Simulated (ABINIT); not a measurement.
# WS2 in ABINIT: a series of runs, part 2 of 2

ABINIT 10.8.3 (patched build).

### Step 4. Single point, LDA

Input file run.abi:

```
# Pseudopotentials
pp_dirpath "./"
pseudos "W.upf, S.upf"

# Structure
acell 3*1.0
rprim
     6.0159740246     0.0000000000     0.0000000000
    -3.0079870123     5.2099863337     0.0000000000
     0.0000000000     0.0000000000    32.0319498662
ntypat 2
znucl 74 16
natom 3
typat 1 2 2
xred
     0.0000000000     0.0000000000     0.0000000000
     0.3333333333     0.6666666667     0.0920005100
     0.3333333333     0.6666666667     0.9079994900

# Plane-wave basis
ecut 30.0

# k points
kptopt 1
ngkpt 8 8 2
nshiftk 1
shiftk 0.0 0.0 0.0

# Exchange and correlation
ixc 7

# Bands and occupations
nband 17
occopt 3
tsmear 0.05 eV

# SCF cycle
nstep 100
tolvrs 1.0e-10

# Output
iomode 3
prtwf 0
prteig 0
prtebands 0
prtden 1
prtvha 1
prtvclmb 1
prtpot 1
prtelf 1
```

Potentials or basis: PseudoDojo NC SR LDA v0.4.1 standard.

The run is started by

```
mpirun --bind-to none -np 4 abinit run.abi > log 2>&1
```

run.abo:

```text
.Version 10.8.3 of ABINIT
 Symmetries : space group P-6 m 2 (#187); Bravais hP (primitive hexag.)
================================================================================
 Values of the parameters that define the memory need of the present run
     intxc =       0    ionmov =       0      iscf =       7    lmnmax =       8
     lnmax =       8     mgfft =     160  mpssoang =       4    mqgrid =    7898
     natom =       3  nloc_mem =       1    nspden =       1   nspinor =       1
    nsppol =       1      nsym =      12    n1xccc =    2501    ntypat =       2
    occopt =       3   xclevel =       1
       mpw =        7931          nfft =      144000          nkpt =          20
================================================================================
================================================================================

--------------------------------------------------------------------------------
------------- Echo of variables that govern the present computation ------------
[... 240 lines left out ...]

== END DATASET(S) ==============================================================
================================================================================

 -outvars: echo values of variables after computation  --------
            acell      1.0000000000E+00  1.0000000000E+00  1.0000000000E+00 Bohr
           etotal     -9.8137766051E+01
            fcart     -0.0000000000E+00 -0.0000000000E+00 -5.7824115866E-19
                      -0.0000000000E+00 -0.0000000000E+00 -8.3839043443E-03
                      -0.0000000000E+00 -0.0000000000E+00  8.3839043443E-03
            rprim      6.0159740246E+00  0.0000000000E+00  0.0000000000E+00
                      -3.0079870123E+00  5.2099863337E+00  0.0000000000E+00
                       0.0000000000E+00  0.0000000000E+00  3.2031949866E+01
           strten      8.7713567409E-05  8.7713567444E-05  5.1135197326E-05
                       0.0000000000E+00  0.0000000000E+00  0.0000000000E+00
           xangst      0.0000000000E+00  0.0000000000E+00  0.0000000000E+00
                      -3.7224273831E-16  1.8380040234E+00  1.5594618096E+00
                      -3.7224273831E-16  1.8380040234E+00  1.5391116069E+01
             xred      0.0000000000E+00  0.0000000000E+00  0.0000000000E+00
                       3.3333333333E-01  6.6666666667E-01  9.2000510000E-02
                       3.3333333333E-01  6.6666666667E-01  9.0799949000E-01
 Calculation completed.
```

It took 33 s on 4 MPI ranks of Intel Xeon 6975P-C (Granite Rapids), shared host; peak memory 0.36 GiB.

What came out:

* Free energy: -2670.4647 eV
* Largest force: 0.431 eV/Å
* Band gap on the k mesh: 2.05 eV, indirect (least direct gap 2.23 eV)
* Valence electrons inside the program's atomic spheres: W 10.14; S 3.96

Forces on the atoms (eV/Å):
```
W    0.000  0.000  0.000
S    0.000  0.000 -0.431
S    0.000  0.000  0.431
```

Levels at points of the mesh, in eV from the valence-band top:
```tsv
k point	band 9	band 10	band 11	band 12	band 13	band 14	band 15	band 16	band 17
(0.00, 0.00, 0.00)	-2.88	-2.04	-1.63	-1.63	0.00	2.89	2.89	3.09	3.09
(0.50, 0.00, 0.00)	-4.38	-3.42	-2.04	-1.24	-0.88	2.81	3.28	4.02	4.77
(0.00, 0.00, 0.50)	-2.88	-2.04	-1.63	-1.63	0.00	2.89	2.89	3.09	3.09
(0.50, 0.00, 0.50)	-4.38	-3.42	-2.04	-1.24	-0.88	2.81	3.28	4.02	4.76
```

Caveat: spin-orbit coupling is left out, which moves the levels of the heavy elements. As with any semilocal functional, this LDA gap is likely too small.

### Step 5. Single point, LDA

run.abi, as its differences from that of step 4:

```diff
@@ -5,7 +5,7 @@
 # Structure
-acell 3*1.0
+acell 6.0159740246 6.0159740245 32.0319498662
 rprim
-     6.0159740246     0.0000000000     0.0000000000
-    -3.0079870123     5.2099863337     0.0000000000
-     0.0000000000     0.0000000000    32.0319498662
+     1.0000000000     0.0000000000     0.0000000000
+    -0.5000000000     0.8660254038     0.0000000000
+     0.0000000000     0.0000000000     1.0000000000
 ntypat 2
@@ -43,8 +43,5 @@
 prtwf 0
+prtden 0
 prteig 0
 prtebands 0
-prtden 1
-prtvha 1
-prtvclmb 1
-prtpot 1
-prtelf 1
+enunit 2
```

The run is started by

```
mpirun --bind-to none -np 4 abinit run.abi > log 2>&1
```

It took 77 s on 4 MPI ranks of Arm Neoverse N1, shared host; peak memory 0.4 GiB.

The run converged. Its results:

* Free energy: -2670.4647 eV
* Largest force: 0.431 eV/Å
* Band gap on the k mesh: 2.05 eV, indirect (least direct gap 2.23 eV)
* Valence electrons inside the program's atomic spheres: W 10.14; S 3.96

Forces in eV/Å, atoms in the order of the input:
```
W    0.000  0.000  0.000
S    0.000  0.000 -0.431
S    0.000  0.000  0.431
```

Levels at points of the mesh, in eV from the valence-band top:
| k point | band 9 | band 10 | band 11 | band 12 | band 13 | band 14 | band 15 | band 16 | band 17 |
| --- | --- | --- | --- | --- | --- | --- | --- | --- | --- |
| (0.00, 0.00, 0.00) | -2.88 | -2.04 | -1.63 | -1.63 | 0.00 | 2.89 | 2.89 | 3.09 | 3.09 |
| (0.50, 0.00, 0.00) | -4.38 | -3.42 | -2.04 | -1.24 | -0.88 | 2.81 | 3.28 | 4.02 | 4.77 |
| (0.00, 0.00, 0.50) | -2.88 | -2.04 | -1.63 | -1.63 | 0.00 | 2.89 | 2.89 | 3.09 | 3.09 |
| (0.50, 0.00, 0.50) | -4.38 | -3.42 | -2.04 | -1.24 | -0.88 | 2.81 | 3.28 | 4.02 | 4.76 |

Caveat: spin-orbit coupling is left out, which moves the levels of the heavy elements.

### Step 6. Single point, LDA

Input file run.abi:

```
pp_dirpath "./"
pseudos "W.upf, S.upf"

acell 3*1.0 Angstrom
rprim
     3.1835163552     0.0000000000     0.0000000000
    -1.5917581776     2.7570060369     0.0000000000
     0.0000000000     0.0000000000    16.9505778900
ntypat 2
znucl 74 16
natom 3
typat 1 2 2
xred
     0.0000000000     0.0000000000     0.0000000000
     0.3333333333     0.6666666667     0.0920005100
     0.3333333333     0.6666666667     0.9079994900

ecut 30.0

kptopt 1
ngkpt 8 8 2
nshiftk 1
shiftk 0.0 0.0 0.0

ixc 7

nband 17
occopt 3
tsmear 0.05 eV

nstep 100
tolvrs 1.0e-10

iomode 3
prtwf 0
prteig 0
prtebands 0
prtden 1
prtvha 1
prtvclmb 1
prtpot 1
prtelf 1
```

Potentials or basis: PseudoDojo NC SR LDA v0.4.1 standard.

The run is started by

```
mpirun --bind-to none -np 4 abinit run.abi > log 2>&1
```

It took 56 s on 4 MPI ranks of AMD EPYC 7R43 (Zen 3), shared host; peak memory 0.4 GiB.

Results (log left out):

```
Free energy                                           : -2670.4647 eV
Largest force                                         : 0.431 eV/Å
Band gap on the k mesh                                : 2.05 eV, indirect (least direct gap 2.23 eV)
Valence electrons inside the program's atomic spheres : W 10.14; S 3.96
```

Forces on the atoms (eV/Å):
```
W    0.000  0.000  0.000
S    0.000  0.000 -0.431
S    0.000  0.000  0.431
```

Levels at points of the mesh, in eV from the valence-band top:
```tsv
k point	band 11	band 12	band 13	band 14	band 15	band 16
(0.00, 0.00, 0.00)	-1.63	-1.63	0.00	2.89	2.89	3.09
(0.50, 0.00, 0.00)	-2.04	-1.24	-0.88	2.81	3.28	4.02
(0.00, 0.00, 0.50)	-1.63	-1.63	0.00	2.89	2.89	3.09
(0.50, 0.00, 0.50)	-2.04	-1.24	-0.88	2.81	3.28	4.02
```

Caveat: spin-orbit coupling is left out, which moves the levels of the heavy elements. Expect the measured gap to be larger: semilocal functionals such as LDA lack the derivative discontinuity.

### Step 7. Overview

| task | cell | cutoff (eV) | cell freedom (optcell) | optimiser (ionmov) | cutoff smearing ecutsm (Ha) | force stop (Ha/bohr) | gap on the mesh (eV) |
| --- | --- | --- | --- | --- | --- | --- | --- |
| relaxation of cell and atoms | relaxed | 952 | 2 | 2 | 0.5 | 2e-05 | 2.33 |
| single point | cell relaxed | 952 | - | - | - | - | 2.33 |
| single point | as given | 816 | - | - | - | - | 2.05 |

Alike in all rows: level LDA; potentials or basis PseudoDojo NC SR LDA v0.4.1 standard; no spin polarisation; k mesh 8 × 8 × 2; smearing fermi-dirac 0.05 eV.

Caveats: spin-orbit coupling is left out, which moves the levels of the heavy elements.

Total energies depend on the potentials used, so only differences within one code and one set of settings carry meaning.
